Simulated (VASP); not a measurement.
Input of a VASP 6.6.1 run:

POSCAR

```
Be
1.0
    2.2327400000      0.0000000000      0.0000000000
    0.0000000000      2.2327400000      0.0000000000
    0.0000000000      0.0000000000      2.0656500000
Be
1
Direct
    0.5000000000      0.5000000000      0.0000000000
```

The input INCAR.step1:

```
SYSTEM = Be
PREC = Accurate ; ENCUT = 600
EDIFF = 1E-6 ; ISMEAR = -1
SIGMA = 0.05 ; LREAL = .False.
LASPH = .True. ; NELM = 80
ALGO = Normal ; ISIF = 2
LWAVE = .False. ; LCHARG = .True.
GGA = PE ; NBANDS = 7
```

KPOINTS.step1

```
Automatic mesh
0
Gamma
  12 12 13
  0 0 0
```

The input INCAR.step2:

```
SYSTEM = Be
PREC = Accurate ; ENCUT = 600
EDIFF = 1E-6 ; ISMEAR = 0
SIGMA = 0.05 ; LREAL = .False.
LASPH = .True. ; NELM = 80
ALGO = Normal ; ISIF = 2
LWAVE = .False. ; LCHARG = .False.
GGA = PE ; NBANDS = 7
ICHARG = 11
```

The input KPOINTS.step2:

```
path GXMGZRAZ,XR,MA
20
line-mode
reciprocal
 0.0000000000  0.0000000000  0.0000000000  G
 0.0000000000  0.5000000000  0.0000000000  X

 0.0000000000  0.5000000000  0.0000000000  X
 0.5000000000  0.5000000000  0.0000000000  M

 0.5000000000  0.5000000000  0.0000000000  M
 0.0000000000  0.0000000000  0.0000000000  G

 0.0000000000  0.0000000000  0.0000000000  G
 0.0000000000  0.0000000000  0.5000000000  Z

 0.0000000000  0.0000000000  0.5000000000  Z
 0.0000000000  0.5000000000  0.5000000000  R

 0.0000000000  0.5000000000  0.5000000000  R
 0.5000000000  0.5000000000  0.5000000000  A

 0.5000000000  0.5000000000  0.5000000000  A
 0.0000000000  0.0000000000  0.5000000000  Z

 0.0000000000  0.5000000000  0.0000000000  X
 0.0000000000  0.5000000000  0.5000000000  R

 0.5000000000  0.5000000000  0.0000000000  M
 0.5000000000  0.5000000000  0.5000000000  A
```

Potentials or basis: VASP PAW PBE potentials, release 54 (Be).

The run is started by

```console
$ cat potpaw_PBE.54/Be/POTCAR > POTCAR
$ cp INCAR.step1 INCAR
$ cp KPOINTS.step1 KPOINTS
$ mpirun -np 1 vasp_std > vasp.out
$ cp INCAR.step2 INCAR
$ cp KPOINTS.step2 KPOINTS
$ mpirun -np 1 vasp_std > vasp.out
```

Q: Estimate the band gap along the path.

A: None (metal or under the smearing width).

Levels at the corners of the path, in eV from the Fermi level:
```
point  band 1  band 2  band 3  band 4  band 5
    Γ   -9.56   12.32   12.32   16.29   17.93
    X   -4.68   -2.19   15.70   19.34   24.50
    X   -4.68   -2.19   15.70   19.34   24.50
    M    0.26    0.26    6.16    6.23   21.84
    M    0.26    0.26    6.16    6.23   21.84
    Γ   -9.56   12.32   12.32   16.29   17.93
    Γ   -9.56   12.32   12.32   16.29   17.93
    Z   -4.23   -0.59   16.90   16.90   23.66
    Z   -4.23   -0.59   16.90   16.90   23.66
    R    0.49    1.67    7.08    7.81   19.61
    R    0.49    1.67    7.08    7.81   19.61
    A    4.60    5.96    5.96   13.13   13.13
    A    4.60    5.96    5.96   13.13   13.13
    Z   -4.23   -0.59   16.90   16.90   23.66
    X   -4.68   -2.19   15.70   19.34   24.50
    R    0.49    1.67    7.08    7.81   19.61
    M    0.26    0.26    6.16    6.23   21.84
    A    4.60    5.96    5.96   13.13   13.13
```

Caveat: the log is that of the step along the path at fixed density, whose energy, stress, charges and moments have no meaning.
